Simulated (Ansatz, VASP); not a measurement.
## KCl in VASP and in Ansatz

File INCAR:

```
ALGO = Normal
EDIFF = 1E-8
ENCUT = 520
GGA = PS
ISIF = 2
ISMEAR = -1
LASPH = True
LCHARG = False
LEFG = True
LREAL = False
LWAVE = False
NBANDS = 15
NELM = 80
PREC = Accurate
SIGMA = 0.01
```

The input KPOINTS:

```
k-points
0
Gamma
  7 7 7
```

Contents of POSCAR:

```
KCl
1.0
    3.6340000000     -0.0363400000     -0.0363400000
   -0.0363400000      3.6340000000     -0.0363400000
   -0.0363400000     -0.0363400000      3.6340000000
K Cl
1 1
Direct
    0.0000000000      0.0000000000      0.0000000000
    0.5000000000      0.5000000000      0.5000000000
```

Input for Ansatz:

```yaml
crystal:
  lattice:
    - [3.634, -0.03634, -0.03634]
    - [-0.03634, 3.634, -0.03634]
    - [-0.03634, -0.03634, 3.634]
  atoms:
    - { symbol: K, position: [0.0, 0.0, 0.0] }
    - { symbol: Cl, position: [0.5, 0.5, 0.5] }
kpoints:
  mp_grid: { grid: [7, 7, 7] }
scf:
  occupations: { method: fermi_dirac, width: 0.01 }
hamiltonian:
  xc: pbesol
  pseudopotentials: { kind: all_electron, datasets: crystal }
output:
  forces: true
  stress: true
  eigenvalues: true
  efg: { contact_densities: true }
```

Change from the starting cell: equal xy, yz and zx shear strains of -2 %, crystal datasets.

Alike in both runs: task electric field gradients; functional PBEsol; k mesh 7 × 7 × 7; occupations fermi-dirac, width 0.01 eV; no spin polarisation.

```csv
,VASP,Ansatz
version,VASP 6.6.1,Ansatz 0.2.0
potentials or method,"VASP PAW PBE potentials, release 64 (K_sv, Cl)","all-electron PAW with datasets made for the crystal, scalar-relativistic"
plane-wave cutoff (eV),520,see its input
```

Ansatz gave:

* gap on the k mesh at the Fermi level (eV): 5.40
* pressure (GPa): 2.3
* largest component of the traceless stress (GPa): 0.31
* Vzz of the field gradient on the site that differs most (V/Å²): -4.9

Estimate VASP's values.

gap on the k mesh at the Fermi level (eV): 5.40; pressure (GPa): 2.4; largest component of the traceless stress (GPa): 0.32; Vzz of the field gradient on the site that differs most (V/Å²): -5.0.

Ansatz ran all-electron here, so the differences hold the error of VASP's frozen core and of both bases.

Caveats: the PAW data sets were made with another functional, which shifts forces and pressure a little (VASP); an odd mesh through Γ misses points on the zone boundary, where band edges often lie.
